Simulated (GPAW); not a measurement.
# Ge (I4_1/amd) in GPAW: settings compared

Aim: see how the results for Ge move with the level of theory and the settings. Levels: PBE, r2SCAN, LDA. Tasks: equation of state, band structure.

All numbers are computed with GPAW 26.7.0; they aren't measurements. Logs are shortened: lines on timing, memory, paths and dates and some standing lists are left out, and cuts for length are marked. The log counts tension as positive stress, the text compression.

**1. Starting point**

Symmetry: I4_1/amd, No. 141, tetragonal system. Conventional cell: a = 5.149 Å, b = 5.149 Å, c = 2.795 Å, α = 90.00°, β = 90.00°, γ = 90.00°. Ge (site symmetry -4m2) has 6 Ge at 2.67 to 2.79 Å as nearest neighbours.

This isn't the form of Ge at room conditions, which is diamond.

**2. Equation of state, PBE**

run.py

```python
from ase.eos import EquationOfState
from ase.io import Trajectory
from ase.spacegroup import crystal
from ase.units import GPa
from gpaw import GPAW

# Ge 4b
atoms = crystal(['Ge'],
                basis=[[0.0, 0.0, 0.5]],
                spacegroup=141, setting=1,  # I4_1/amd
                cellpar=[5.14897944, 5.14897944, 2.79482529, 90.0, 90.0, 90.0],
                primitive_cell=True)

traj = Trajectory('eos.traj', 'w')
volumes, energies = [], []
for x in [0.94, 0.96, 0.98, 1.0, 1.02, 1.04, 1.06]:
    a = atoms.copy()
    a.set_cell(atoms.cell * x**(1 / 3), scale_atoms=True)
    calc = GPAW(mode='lcao',
                h=0.18,
                basis='dz(dzp)',
                xc='PBE',
                kpts={'size': (8, 8, 8), 'gamma': True},
                occupations={'name': 'fermi-dirac', 'width': 0.05},
                convergence={'density': 1e-05, 'energy': 1e-05},
                maxiter=150,
                txt=f'eos-{x:.2f}.txt')
    a.calc = calc
    energies.append(a.get_potential_energy(force_consistent=True))
    volumes.append(a.get_volume())
    calc.write(f'eos-{x:.2f}.gpw')
    traj.write(a)
    print(f'{x:.2f} {volumes[-1]:10.4f} A^3 {energies[-1]:14.6f} eV', flush=True)

v0, e0, B = EquationOfState(volumes, energies, eos='birchmurnaghan').fit()
print(f'V0 = {v0:.4f} A^3, E0 = {e0:.6f} eV, B0 = {B / GPa:.2f} GPa')
```

Potentials or basis: GPAW PAW data sets (gpaw-data 1.2.1), lcao:dz(dzp).

Command:

```console
$ OMP_NUM_THREADS=1 python run.py
```

What it wrote:

```text
__  _  _
 | _ |_)|_||  |
 |__||  | ||/\| - 26.7.0

Input parameters:
  mode=LCAO(),
  basis={'default': 'dz(dzp)'},
  convergence={'density': 1e-05, 'energy': 1e-05},
  h=0.18,
  kpts=MonkhorstPack(size=(8, 8, 8), gamma=True),
  maxiter=150,
  occupations=Occupations(name='fermi-dirac', width=0.05),
  xc=XC(name='PBE')

       Ge    Ge

Atoms  # Å, Bohr magnetons
|   | symbol |        x |         y |        z |    initial magnetic moments |
|---|--------|----------|-----------|----------|-----------------------------|
| 0 |     Ge | 0.000000 |  0.000000 | 1.368886 | ( 0.0000,  0.0000,  0.0000) |
| 1 |     Ge | 2.521934 | -0.000000 | 0.684443 | ( 0.0000,  0.0000,  0.0000) |

Unit cell  # Å
| periodic |         x |         y |         z |  lengths |     angles |
|----------|-----------|-----------|-----------|----------|------------|
|      yes | -2.521934 |  2.521934 |  1.368886 | 3.820230 |  97.376984 |
|      yes |  2.521934 | -2.521934 |  1.368886 | 3.820230 |  97.376984 |
|      yes |  2.521934 |  2.521934 | -1.368886 | 3.820230 | 138.005201 |

Number of symmetries: 8
Symmetry operations  # r_c * U_cc + t_c -> r_c
|   | kind |            matrix            |
|---|------|------------------------------|
| 0 |  σ   |  1, 1, 1,  0, 0,-1,  0,-1, 0 |
| 1 |  E   |  1, 0, 0,  0, 1, 0,  0, 0, 1 |
| 2 |  C2  |  0, 1, 0,  1, 0, 0, -1,-1,-1 |
| 3 |  S4  |  0, 0, 1, -1,-1,-1,  0, 1, 0 |
| 4 |  σ   |  0, 0,-1,  1, 1, 1, -1, 0, 0 |
| 5 |  C2  |  0,-1, 0, -1, 0, 0,  0, 0,-1 |
| 6 |  C2  | -1, 0, 0,  0,-1, 0,  1, 1, 1 |
| 7 |  S4  | -1,-1,-1,  0, 0, 1,  1, 0, 0 |

BZ-sampling:
  Number of BZ points: 512
  Number of IBZ points: 59

  Monkhorst-Pack size: [8, 8, 8]
  Monkhorst-Pack shift: [0.0625, 0.0625, 0.0625]

K-points  # in reciprocal-cell coordinates
|     |                                coordinates |     weight |
|-----|--------------------------------------------|------------|
|   0 | (  0.00000000,   0.00000000,   0.00000000) | 0.00195312 |
|   1 | (  0.12500000,  -0.12500000,   0.00000000) | 0.00781250 |
|   2 | (  0.12500000,  -0.12500000,   0.12500000) | 0.00781250 |
|   3 | (  0.12500000,   0.00000000,   0.00000000) | 0.01562500 |
|   4 | (  0.12500000,   0.12500000,  -0.12500000) | 0.00390625 |
|   5 | (  0.25000000,  -0.25000000,   0.00000000) | 0.00781250 |
|   6 | (  0.25000000,  -0.25000000,   0.12500000) | 0.01562500 |
|   7 | (  0.25000000,  -0.25000000,   0.25000000) | 0.00781250 |
|   8 | (  0.25000000,  -0.12500000,   0.00000000) | 0.03125000 |
|   9 | (  0.25000000,  -0.12500000,   0.12500000) | 0.01562500 |
| ... |                                            |            |
|  58 | (  0.50000000,   0.50000000,   0.50000000) | 0.00195312 |

basis functions: 16
Spin-components: 1 (collinear spins)
Bands:           8
Projectors:      10
Spin-degeneracy: 2
Datatype:        <class 'complex'>

Parallelization:
  kpt:    1
  domain: 1
  band:   1

Density:
  Valence electrons: 8.0
  Components: 1
  Grid points: [20 20 20]
  Charge: 0.0  # |e|

Potential:
  Grid points: [20 20 20]

species:
  Ge:
    name:    Germanium
    Z:       32.0
    valence: 4
    core:    28
    charge:  0.0  # [|e|]
    compensation charges:
      type: gauss
      rc: 0.32  # [Å]
      lmax: 2
    cutoffs:
      filter: 1.77  # [Å]
      core: 3.42  # [Å]
    projectors
    | kind |    occ | energy [eV] | rcut [Å] |
    |------|--------|-------------|----------|
    |   4s |  2.000 |     -11.726 |    1.005 |
    |   4p |  2.000 |      -3.896 |    1.005 |
    |    s |        |      15.485 |    1.005 |
    |    p |        |      23.315 |    1.005 |
    |    d |        |       0.000 |    1.005 |

    LCAO basis set for Ge:
      Name: dz(dzp)
      File: <dir>
      Number of radial functions: 4
      Number of spherical harmonics: 8
        l=0, rc=6.6406 Bohr: 4s-sz confined orbital
        l=1, rc=8.9688 Bohr: 4p-sz confined orbital
        l=0, rc=3.7500 Bohr: 4s-dz split-valence wave
        l=1, rc=5.3281 Bohr: 4p-dz split-valence wave
      Number of RI-basis functions 0

Reference energy: -114195.275705  # eV

eigensolver:
  <gpaw.new.lcao.eigensolver.LCAOEigensolver object>
density mixing:
  MSR1-Mixer
  Pratt-step length: 0.05
  Maximum mixing coefficient: 0.75
  Old densities: 10
  SVD Regularization: 0.005
  Good broyden scale: 1.0
  Trust region scale: 1.0
  Backstep threshold: 4.0
  History deletion threshold: 6.0
  Fourier metric: weight=20.0, sigma=0.015

occupation numbers:
  Fermi-Dirac:
    width: 0.0500  # eV

FastPoissonSolver using
    Stencil: 10*3+1=31 point O(h^6) finite-difference Laplacian
    FFT axes: [np.int64(0), np.int64(1), np.int64(2)]
    FST axes: []

xc functional:
  name: PBE with 2 nearest neighbor stencil
interpolation: tri-quintic # 5. degree polynomial

       Ge    Ge

Atoms  # Å, Bohr magnetons
|   | symbol |        x |         y |        z |    initial magnetic moments |
|---|--------|----------|-----------|----------|-----------------------------|
| 0 |     Ge | 0.000000 |  0.000000 | 1.368886 | ( 0.0000,  0.0000,  0.0000) |
| 1 |     Ge | 2.521934 | -0.000000 | 0.684443 | ( 0.0000,  0.0000,  0.0000) |

Unit cell  # Å
| periodic |         x |         y |         z |  lengths |     angles |
|----------|-----------|-----------|-----------|----------|------------|
|      yes | -2.521934 |  2.521934 |  1.368886 | 3.820230 |  97.376984 |
|      yes |  2.521934 | -2.521934 |  1.368886 | 3.820230 |  97.376984 |
|      yes |  2.521934 |  2.521934 | -1.368886 | 3.820230 | 138.005201 |

Number of symmetries: 8
Symmetry operations  # r_c * U_cc + t_c -> r_c
|   | kind |            matrix            |
|---|------|------------------------------|
| 0 |  σ   |  1, 1, 1,  0, 0,-1,  0,-1, 0 |
| 1 |  E   |  1, 0, 0,  0, 1, 0,  0, 0, 1 |
| 2 |  C2  |  0, 1, 0,  1, 0, 0, -1,-1,-1 |
| 3 |  S4  |  0, 0, 1, -1,-1,-1,  0, 1, 0 |
| 4 |  σ   |  0, 0,-1,  1, 1, 1, -1, 0, 0 |
| 5 |  C2  |  0,-1, 0, -1, 0, 0,  0, 0,-1 |
| 6 |  C2  | -1, 0, 0,  0,-1, 0,  1, 1, 1 |
| 7 |  S4  | -1,-1,-1,  0, 0, 1,  1, 0, 0 |

BZ-sampling:
  Number of BZ points: 512
  Number of IBZ points: 59

  Monkhorst-Pack size: [8, 8, 8]
  Monkhorst-Pack shift: [0.0625, 0.0625, 0.0625]

K-points  # in reciprocal-cell coordinates
|     |                                coordinates |     weight |
|-----|--------------------------------------------|------------|
|   0 | (  0.00000000,   0.00000000,   0.00000000) | 0.00195312 |
|   1 | (  0.12500000,  -0.12500000,   0.00000000) | 0.00781250 |
|   2 | (  0.12500000,  -0.12500000,   0.12500000) | 0.00781250 |
|   3 | (  0.12500000,   0.00000000,   0.00000000) | 0.01562500 |
|   4 | (  0.12500000,   0.12500000,  -0.12500000) | 0.00390625 |
|   5 | (  0.25000000,  -0.25000000,   0.00000000) | 0.00781250 |
|   6 | (  0.25000000,  -0.25000000,   0.12500000) | 0.01562500 |
|   7 | (  0.25000000,  -0.25000000,   0.25000000) | 0.00781250 |
|   8 | (  0.25000000,  -0.12500000,   0.00000000) | 0.03125000 |
|   9 | (  0.25000000,  -0.12500000,   0.12500000) | 0.01562500 |
| ... |                                            |            |
|  58 | (  0.50000000,   0.50000000,   0.50000000) | 0.00195312 |

basis functions: 16
Spin-components: 1 (collinear spins)
Bands:           8
Projectors:      10
Spin-degeneracy: 2
Datatype:        <class 'complex'>

Parallelization:
  kpt:    1
  domain: 1
  band:   1

Density:
  Valence electrons: 8.0
  Components: 1
  Grid points: [20 20 20]
  Charge: 0.0  # |e|

Potential:
  Grid points: [20 20 20]

species:
  Ge:
    name:    Germanium
    Z:       32.0
    valence: 4
    core:    28
    charge:  0.0  # [|e|]
    compensation charges:
      type: gauss
      rc: 0.32  # [Å]
      lmax: 2
    cutoffs:
      filter: 1.77  # [Å]
      core: 3.42  # [Å]
    projectors
    | kind |    occ | energy [eV] | rcut [Å] |
    |------|--------|-------------|----------|
    |   4s |  2.000 |     -11.726 |    1.005 |
    |   4p |  2.000 |      -3.896 |    1.005 |
    |    s |        |      15.485 |    1.005 |
    |    p |        |      23.315 |    1.005 |
    |    d |        |       0.000 |    1.005 |

    LCAO basis set for Ge:
      Name: dz(dzp)
      File: <dir>
      Number of radial functions: 4
      Number of spherical harmonics: 8
        l=0, rc=6.6406 Bohr: 4s-sz confined orbital
        l=1, rc=8.9688 Bohr: 4p-sz confined orbital
        l=0, rc=3.7500 Bohr: 4s-dz split-valence wave
        l=1, rc=5.3281 Bohr: 4p-dz split-valence wave
      Number of RI-basis functions 0

Reference energy: -114195.275705  # eV

eigensolver:
  <gpaw.new.lcao.eigensolver.LCAOEigensolver object>
density mixing:
  MSR1-Mixer
  Pratt-step length: 0.05
  Maximum mixing coefficient: 0.75
  Old densities: 10
  SVD Regularization: 0.005
  Good broyden scale: 1.0
  Trust region scale: 1.0
  Backstep threshold: 4.0
  History deletion threshold: 6.0
  Fourier metric: weight=20.0, sigma=0.015

occupation numbers:
  Fermi-Dirac:
    width: 0.0500  # eV

FastPoissonSolver using
    Stencil: 10*3+1=31 point O(h^6) finite-difference Laplacian
    FFT axes: [np.int64(0), np.int64(1), np.int64(2)]
    FST axes: []

xc functional:
  name: PBE with 2 nearest neighbor stencil
interpolation: tri-quintic # 5. degree polynomial

convergence criteria:
- Maximum integral of absolute [dens]ity change: 1e-05 electrons / valence electron
- Maximum [total energy] change in last 3 cyles: 1e-05 eV / valence electron
- Maximum integral of absolute [eigenst]ate change: 4e-08 eV^2 / valence electron
maximum number of iterations: 150

SCF iterations
|iter     | |      energy | eigst |  dens |
|---------|-|-------------|-------|-------|
|iter:   1| |   -8.101294 |      c|       |
|iter:   2| |   -8.099454 |      c| -1.27 |
|iter:   3| |   -8.084807 |      c| -1.29 |
|iter:   4| |   -8.083837 |      c| -1.85 |
|iter:   5| |   -8.083832 |      c| -2.92 |
|iter:   6| |   -8.083832c|      c| -3.59 |
|iter:   7| |   -8.083832c|      c| -5.15c|

Converged in 7 steps
Energy contributions relative to reference atoms: (reference = -114195.275705)

Energy contributions:
  Kinetic:          30.486825
  Coulomb:         -26.225941
  Zero:              0.030553
  External:          0.000000
  Xc:              -12.372219
  Entropy:          -0.006101
  Spinorbit:         0.000000
  ----------------------------
  Free energy:      -8.086883
  Extrapolated:     -8.083832

dipole moment: (-3.096186, -13.399150, 4.476769)  # |e|*Ang

Fermi level: 8.900
Eigenvalues  # (at kpt = [0.000, 0.000, 0.000])
| band index |      eig [eV] | occ [0-2] |
|------------|---------------|-----------|
|          0 |        -5.063 |     2.000 |
|          1 |         4.957 |     2.000 |
|          2 |         6.295 |     2.000 |
|          3 |         6.295 |     2.000 |
|          4 |        16.925 |     0.000 |
|          5 |        16.925 |     0.000 |
|          6 |        17.738 |     0.000 |
|          7 |        17.747 |     0.000 |

No gap
No difference between direct/indirect transitions
# Writing to eos-0.94.gpw (mode='')
```

It took 3.4 min on 1 thread of Arm Neoverse V1, shared host; peak memory 0.21 GiB.

The run converged, but some of its settings lie outside the range that counts as converged, so its numbers aren't taken as properties of the crystal.

Results:

```
Equilibrium volume                        : 19.76 Å³/atom (rough: see the caveat)
Bulk modulus at fixed shape and positions : 61 GPa (rough)
```

Caveat: the real-space grid adds noise to forces; the minimum lies outside the volumes run; real-space grids are poor in so skewed a cell; the cell was scaled at fixed shape and fractional positions, which overstates the stiffness of a crystal with free parameters, most of all of layers and chains; the basis of atomic orbitals isn't converged, which shifts pressures, moduli and gaps.

**3. Band structure, r2SCAN, spin-orbit coupling, no magnetisation**

run.py

```python
import numpy as np
from ase import Atoms
from ase.dft.bandgap import bandgap
from ase.io import write
from ase.units import GPa
from gpaw import GPAW, PW
from gpaw.spinorbit import soc_eigenstates

atoms = Atoms(['Ge', 'Ge'],
              cell=[[-2.574489719, 2.574489719, 1.3974126432],
                    [2.574489719, -2.574489719, 1.3974126432],
                    [2.574489719, 2.574489719, -1.3974126432]],
              scaled_positions=[[0.5, 0.5, 0.0],
                                [0.25, 0.75, 0.5]],
              pbc=True)

calc = GPAW(mode=PW(600),
            xc='MGGA_X_R2SCAN+MGGA_C_R2SCAN',
            kpts={'size': (8, 8, 8), 'gamma': True},
            occupations={'name': 'fermi-dirac', 'width': 0.05},
            nbands=11,
            convergence={'density': 1e-05, 'energy': 1e-05},
            maxiter=150,
            txt='gpaw.txt')
atoms.calc = calc
energy = atoms.get_potential_energy()
forces = atoms.get_forces()
stress = atoms.get_stress()
calc.write('gs.gpw')
write('result.traj', atoms)
print(f'Energy: {energy:.6f} eV')
print('Forces (eV/A):')
print(forces.round(4))
print('Stress (GPa):', (stress / GPa).round(3))
print('Fermi level:', round(calc.get_fermi_level(), 4), 'eV')
print(f'Gap: {bandgap(calc)[0]:.4f} eV, direct: {bandgap(calc, direct=True)[0]:.4f} eV')

path = atoms.cell.bandpath('GXMGZPNZ1M,XP', npoints=60, eps=1e-4)
bs_calc = calc.fixed_density(kpts=path, symmetry='off', nbands=20,
                             convergence={'bands': 'CBM+6.0', 'eigenstates': 1e-6}, txt='bands.txt')
bs = bs_calc.band_structure()
bs.write('bs.json')
print(f'Gap on the path: {bandgap(bs_calc)[0]:.4f} eV')

soc = soc_eigenstates(bs_calc, theta=90, phi=45, ignore_xc_potential=True)
np.savetxt('soc_bands.dat', soc.eigenvalues(), fmt='%.4f')
mesh = soc_eigenstates('gs.gpw', theta=90, phi=45, ignore_xc_potential=True)
np.savetxt('soc_mesh.dat', mesh.eigenvalues(), fmt='%.4f')
print('Fermi level with spin-orbit coupling:', round(mesh.fermi_level, 4), 'eV')
```

Potentials or basis: GPAW PAW data sets (gpaw-data 1.2.1), pw.

Command:

```console
$ OMP_NUM_THREADS=1 python run.py
```

Run time: 2.4 min. Hardware: 1 thread of Arm Neoverse V1, shared host; peak memory 0.27 GiB.

Results (log left out):

```
Free energy             : -24.2530 eV
Pressure                : 0.2 GPa
Band gap along the path : none (metal or under the smearing width)
```

Stress tensor (GPa, compression positive):
```
-1.65  0.00  0.00
 0.00 -1.65  0.00
 0.00  0.00  3.85
```

Levels at the corners of the path, in eV from the Fermi level:
| point | band 4 | band 5 | band 6 | band 7 | band 8 | band 9 | band 10 | band 11 | band 12 | band 13 |
| --- | --- | --- | --- | --- | --- | --- | --- | --- | --- | --- |
| Γ | -4.10 | -2.58 | -2.58 | -2.42 | -2.42 | 3.78 | 3.78 | 7.85 | 7.85 | 8.17 |
| X | -11.02 | 0.59 | 0.59 | 0.59 | 0.59 | 2.22 | 2.22 | 2.22 | 2.22 | 8.08 |
| M | -9.28 | -6.13 | -6.13 | -6.13 | -6.13 | 6.57 | 6.57 | 6.57 | 6.57 | 11.67 |
| Γ | -4.10 | -2.58 | -2.58 | -2.42 | -2.42 | 3.78 | 3.78 | 7.85 | 7.85 | 8.17 |
| Z | -6.71 | -3.98 | -3.98 | -3.75 | -3.75 | -3.72 | -3.72 | 4.12 | 4.12 | 7.03 |
| P | -7.11 | -4.54 | -4.54 | -4.51 | -4.51 | 4.34 | 4.34 | 4.50 | 4.50 | 5.19 |
| N | -6.62 | -2.63 | -2.63 | -2.16 | -2.16 | -1.44 | -1.44 | 2.83 | 2.83 | 3.84 |
| Z1 | -6.71 | -3.98 | -3.98 | -3.75 | -3.75 | -3.72 | -3.72 | 4.12 | 4.12 | 7.03 |
| M | -9.28 | -6.13 | -6.13 | -6.13 | -6.13 | 6.57 | 6.57 | 6.57 | 6.57 | 11.67 |
| X | -11.02 | 0.59 | 0.59 | 0.59 | 0.59 | 2.22 | 2.22 | 2.22 | 2.22 | 8.08 |
| P | -7.11 | -4.54 | -4.54 | -4.51 | -4.51 | 4.34 | 4.34 | 4.50 | 4.50 | 5.19 |

Caveat: spin-orbit coupling was added after a scalar SCF, so levels and gaps hold it while energy, forces, pressure and moments don't; this program's spin-orbit splittings come out too wide for heavy elements; the PAW data sets were made with another functional, which shifts forces and pressure a little.

(Part 1 of 2 ends here.)
